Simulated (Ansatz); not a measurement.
## BN: the change of phonon entropy with temperature

Plane-wave density functional theory, PAW datasets, Gaussian smearing 0.05 eV: harmonic lattice thermodynamics at fixed volume from displacements in the supercell given; kB is Boltzmann's constant. The results are calculated, by Ansatz 0.2.0.

Structure of every row (space group P6_3/mmc, No. 194):
```
CELL_PARAMETERS angstrom
2.50090 0.00000 0.00000
-1.25040 2.16580 0.00000
0.00000 0.00000 6.88720
ATOMIC_POSITIONS crystal
B 0.33330 0.66670 0.25000
B 0.66670 0.33330 0.75000
N 0.33330 0.66670 0.75000
N 0.66670 0.33330 0.25000
```

Settings of every row: paw set soft_2; functional r2SCAN; spin treatment none; moment partition spheres; spin axis none; wave cutoff 500 eV; SCF start atoms; lower state search light; symmetry use detected; k mesh of unit cell 10x10x4; supercell 2x2x1.

Atom first moment, atom hubbard u: 0 on all atoms.

```
row  temperature (K)  phonon entropy (kB per atom)  phonon free energy (meV per atom)  phonon heat capacity (kB per atom)
  1              200                         0.428                             153.33                               0.718
  2              300                         0.806                             148.04                                1.17
  3              400                         1.198                             139.41                               1.563
  4              500                             ?                                  ?                                   ?
  5              600                         1.946                              112.2                               2.116
  6              700                         2.286                              93.95                               2.294
  7              800                         2.602                              72.87                               2.427
  8              900                         2.894                              49.17                               2.528
  9             1000                         3.164                              23.05                               2.606
```

Question: what phonon entropy should row 4 give?

Worked fit of phonon entropy. Entropy rises as the heat capacity times the change of ln T, so take t = ln(T / 300 K). The shown rows have t = -0.4055, 0, 0.2877, 0.6931, 0.8473, 0.9808, 1.0986, 1.204. Least squares give phonon entropy = 0.8077 + 1.20051 × t + 0.6345 × t² kB per atom; a straight line predicts inner rows, each left out in turn, worse (root mean square 0.14 against 0.0067 kB per atom). The rows lie off it by 0.003, -0.002, -0.008, 0.001, 0.006, 0.006, 0.002, -0.009 (root mean square 0.0054 kB per atom). The slope at t = 0, 1.2 kB per atom, estimates the heat capacity at 300 K. The withheld row has t = 0.5108, so the fit gives 0.8077 + 1.20051 × (0.5108) + 0.6345 × (0.5108)² = 1.586 kB per atom.

The calculation gave 1.582 kB per atom. The fit lies 0.004 kB per atom (0.15 % of the column's range) above it; its largest miss of a shown row is 0.009 kB per atom.

The other values of row 4: phonon free energy 127.42 meV per atom; phonon heat capacity 1.877 kB per atom.
